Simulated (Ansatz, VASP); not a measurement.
# InSe: VASP beside Ansatz, part 2 of 2

One calculation is typed for both programs; each brings its own data sets. How far apart do they land? Of the first pair: The structure shown is the start of the Ansatz relaxation below; VASP solves that cell, so the two are compared at the walk's first step.

VASP 6.6.1 and Ansatz 0.2.0.

So far. Step 4 (Comparison): The forces differ by 9.2 meV/Å r.m.s., which is 4.5 % of the r.m.s. force of 0.202 eV/Å (both taken over all components). With vacuum in the cell, a pressure given here is an average over mostly empty space and none of the material.

## Step 5: Ansatz: relaxation, PBE with D3(BJ)

Level of this step: Ansatz beside VASP: Kohn-Sham DFT, plane waves, PBE with D3(BJ) (Ansatz).

This run makes the geometry at which the two programs are then compared.

The structure compared here is the end of the Ansatz relaxation.

File input.yaml:

```yaml
crystal:
  lattice:
    - [4.0, 0.0, 0.0]
    - [-2.0, 3.464101615, 0.0]
    - [0.0, 0.0, 29.797712]
  atoms:
    - { symbol: Se, position: [0.0, 0.0, 0.731523011] }
    - { symbol: In, position: [0.333333333, 0.666666667, 0.689008203] }
    - { symbol: In, position: [0.333333333, 0.666666667, 0.594348318] }
    - { symbol: Se, position: [0.0, 0.0, 0.551720213] }
    - { symbol: Se, position: [0.333333333, 0.666666667, 0.448279787] }
    - { symbol: In, position: [0.666666667, 0.333333333, 0.40576498] }
    - { symbol: In, position: [0.666666667, 0.333333333, 0.311105094] }
    - { symbol: Se, position: [0.333333333, 0.666666667, 0.268476989] }
kpoints:
  mp_grid: { grid: [12, 12, 1] }
scf:
  occupations: { method: fermi_dirac, width: 0.02 }
  n_extra_bands: 8
hamiltonian:
  xc: pbe
  pseudopotentials: { kind: paw }
  dispersion: d3bj
output:
  forces: true
  write_potential: true
  volumetric_format: []
relax:
  f_tol: 0.01
  max_steps: 40
  cell: { fix: [c, alpha, beta] }
```

The run is started by

```bash
$ ansatz run input.yaml --threads 4 --pin off --max-ram 8192MiB --backend cpu --events-out ev --progress --plain --runs-dir out
```

Numbers of over 12 decimals in the logs are rounded to 6 here.

The log of the run:

```text
[...]
Crystal: 8 atoms, lattice volume = 412.889 Å³
Basis set: ecut = 420 eV, 8115 PW (Γ), exchange–correlation on 54×54×400 points (8 copies of the dense FFT grid, shifted against one another)
Bands: 66, of which v1, the nominal top of the filled ones, is band 58 counted from 1 (57 counted from 0)
Symmetry: 6 space group operations
[...]
atoms:
[...]
- { symbol: In, position: [0.333333, 0.666667, 0.686706] }
    - { symbol: In, position: [0.333333, 0.666667, 0.592946] }
    - { symbol: Se, position: [-2.832111689399471e-17, -1.619075244675843e-17, 0.549669] }
    - { symbol: Se, position: [0.333333, 0.666667, 0.450345] }
    - { symbol: In, position: [0.666667, 0.333333, 0.407125] }
    - { symbol: In, position: [0.666667, 0.333333, 0.313366] }
    - { symbol: Se, position: [0.333333, 0.666667, 0.269974] }
[key lines of the parts left out:]
SCF converged after 9 iterations
Free energy (F): -44273.891320 eV
Fermi energy:    1.887915 eV
P = ⅓ Tr σ = 0.0002 GPa (0.002 kbar)
```

## Step 6: VASP: single point, PBE with D3(BJ), relaxed cell, pair 2

The same cell, functional, mesh and smearing now go to VASP, with its own data sets.

File INCAR:

```
SYSTEM = InSe
PREC = Accurate
ENCUT = 500
EDIFF = 1E-06
NELM = 120
ISMEAR = -1
SIGMA = 0.02
LREAL = .FALSE.
ALGO = Normal
GGA = PE
IVDW = 12
NBANDS = 47
LORBIT = 11
LWAVE = .FALSE.
LCHARG = .FALSE.
ISIF = 2
LASPH = .TRUE.
GGA_COMPAT = .FALSE.
EFERMI = MIDGAP
KPAR = 2
```

File POSCAR:

```
InSe
1.0
    4.0302365915      0.0000000000      0.0000000000
   -2.0151182957      3.4902872715      0.0000000000
    0.0000000000      0.0000000000     29.7977120000
Se In
4 4
Direct
    0.0000000000      0.0000000000      0.7300959604
    0.0000000000      0.0000000000      0.5496688033
    0.3333333333      0.6666666667      0.4503449419
    0.3333333333      0.6666666667      0.2699741310
    0.3333333333      0.6666666667      0.6867056083
    0.3333333333      0.6666666667      0.5929461181
    0.6666666667      0.3333333333      0.4071246463
    0.6666666667      0.3333333333      0.3133663857
```

File KPOINTS:

```
Automatic mesh
0
Gamma
12 12 1
0 0 0
```

Potentials, in the order of the species: Se and In_d (PBE family, release 64).

The run is started by

```bash
$ mpirun -np 2 vasp_std
```

The log of the run:

```text
[... set-up lines as in an earlier step ...]
 entering main loop
       N       E                     dE             d eps       ncg     rms          rms(c)
DAV:   1     0.704698066808E+03    0.70470E+03   -0.32311E+04  1866   0.147E+03
DAV:   2     0.661985169659E+02   -0.63850E+03   -0.62223E+03  1974   0.373E+02
DAV:   3    -0.238506450437E+02   -0.90049E+02   -0.88252E+02  2180   0.173E+02
DAV:   4    -0.290663584783E+02   -0.52157E+01   -0.51887E+01  2074   0.438E+01
[...]
DAV:  22    -0.283618093404E+02   -0.34042E-05   -0.78927E-08  1374   0.193E-03    0.276E-04
DAV:  23    -0.283618111458E+02   -0.18054E-05   -0.65293E-08  1334   0.174E-03    0.886E-05
DAV:  24    -0.283618115185E+02   -0.37273E-06   -0.18025E-08  1292   0.839E-04
   1 F= -.30440645E+02 E0= -.30440645E+02  d E =-.422683E-12
```

OUTCAR, selected parts (step 6):

```text
 Edisp (eV)   -2.07883

  Total       0.06809     0.06809     0.02721     0.00000     0.00000     0.00000
  in kB       0.26029     0.26029     0.10399     0.00000     0.00000     0.00000
  external pressure =        0.21 kB  Pullay stress =        0.00 kB

 POSITION                                       TOTAL-FORCE (eV/Angst)
 -----------------------------------------------------------------------------------
      0.00000      0.00000     21.75519        -0.000000      0.000000      0.012724
      0.00000      0.00000     16.37887         0.000000      0.000000     -0.013130
     -0.00000      2.32686     13.41925         0.000000     -0.000000      0.012916
     -0.00000      2.32686      8.04461        -0.000000      0.000000     -0.012992
     -0.00000      2.32686     20.46226         0.000000     -0.000000     -0.009872
     -0.00000      2.32686     17.66844        -0.000000      0.000000      0.009664
      2.01512      1.16343     12.13138        -0.000000     -0.000000     -0.009550
      2.01512      1.16343      9.33760         0.000000      0.000000      0.010240
 -----------------------------------------------------------------------------------
    total drift:                                0.000000     -0.000000     -0.000079

  FREE ENERGIE OF THE ION-ELECTRON SYSTEM (eV)
  ---------------------------------------------------
  free  energy   TOTEN  =       -30.4406448670 eV

  energy  without entropy=      -30.4406448670  energy(sigma->0) =      -30.44064487

[... 1 part as in an earlier step ...]

[... 2 further parts left out ...]
[key lines of the parts left out:]
E-fermi :   0.0872
```

## Step 7: Side by side

What differs besides the data sets and the points named for the pairs above, as far as they apply: the data sets hold 116 valence electrons in Ansatz (on its default PAW (the set named soft_2) files) and 76 in VASP; the cutoff is 420 eV in Ansatz and 500 eV in VASP; Ansatz's pressure holds a Pulay correction, VASP's none. Total energies have different zeros and are not compared.

The two programs side by side:

```
              quantity  Ansatz   VASP  difference
        pressure (GPa)    0.00   0.02       -0.02
gap on the k mesh (eV)   1.052  1.041      +0.011
```

At this near-relaxed geometry the largest component of a force difference is 15 meV/Å. A gap on the mesh is an upper bound, since the band edges may lie between its points. With vacuum in the cell, a pressure given here is an average over mostly empty space and none of the material.

## Step 8: Results

- r.m.s. force difference (single point, PBE with D3(BJ), start cell, pair 1): 4.5 % of the r.m.s. force
- difference in gap on the k mesh (single point, PBE with D3(BJ), relaxed cell, pair 2): 0.011 eV
- r.m.s. force difference (single point, PBE with D3(BJ), relaxed cell, pair 2): 8.1 meV/Å

**Reading.** The r.m.s. force difference is 4.5 % of the r.m.s. force (single point, PBE with D3(BJ), start cell, pair 1), beyond the 3 % picked in this series as the mark of a large difference. The data sets hold unlike numbers of valence electrons (116 in Ansatz and 76 in VASP), so part of the differences comes from the potentials. Such differences can come from data sets, numerical settings and the points named under the comparisons, not from the functional's error against experiment.

[Lines on the potential files, build, host, timing and source positions are cut from VASP's logs without a mark.]

[Logs are printed without paths, hosts, clocks, repeated set-up lines and the standing remarks that a program may print on its own settings, such as how far it seeks lower states.]

[Hosts, paths, dates, database ids (printed as entryN), source tags and the programs' standing remarks are cut or masked in the printed files.]
